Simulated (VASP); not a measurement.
Runs of VASP 6.6.1 on C. Symmetry: Fd-3m, No. 227, cubic system. The conventional cell has a = 3.567 Å, b = 3.567 Å, c = 3.567 Å, α = 90.00°, β = 90.00°, γ = 90.00°. C (site symmetry -43m) is surrounded by 4 C at 1.54 Å. This isn't the form of C at room conditions, which is graphite.

| level | potentials or basis | k mesh | grid for exact exchange (PRECFOCK) | screening parameter | gap on the mesh (eV) | pressure (GPa) |
| --- | --- | --- | --- | --- | --- | --- |
| r2SCAN | VASP PAW PBE potentials, release 64 (C) | 11 × 11 × 11 | - | - | 4.32 | -1.3 |
| LDA | VASP PAW LDA potentials, release 64 (C) | 11 × 11 × 11 | - | - | (c) | -11.6 |
| HSE06 | VASP PAW PBE potentials, release 64 (C) | 8 × 8 × 8 | Fast | 0.2 1/A | 5.30 | -7.4 |
| PBE | VASP PAW PBE potentials, release 64 (C) | 11 × 11 × 11 | - | - | 4.13 | (b) |
| PBEsol | VASP PAW PBE potentials, release 64 (C) | 11 × 11 × 11 | - | - | (a) | -3.8 |

Alike in all rows: task single point; no spin polarisation; cell as given; cutoff (eV) 520; smearing fermi-dirac 0.02 eV.

Question: Fill in the values left out.

Answer: (a) 4.00; (b) 2.5; (c) 4.10.

Caveats: an odd mesh through Γ misses points on the zone boundary, where band edges often lie (some runs); the PAW data sets were made with another functional, which shifts forces and pressure a little (some runs).
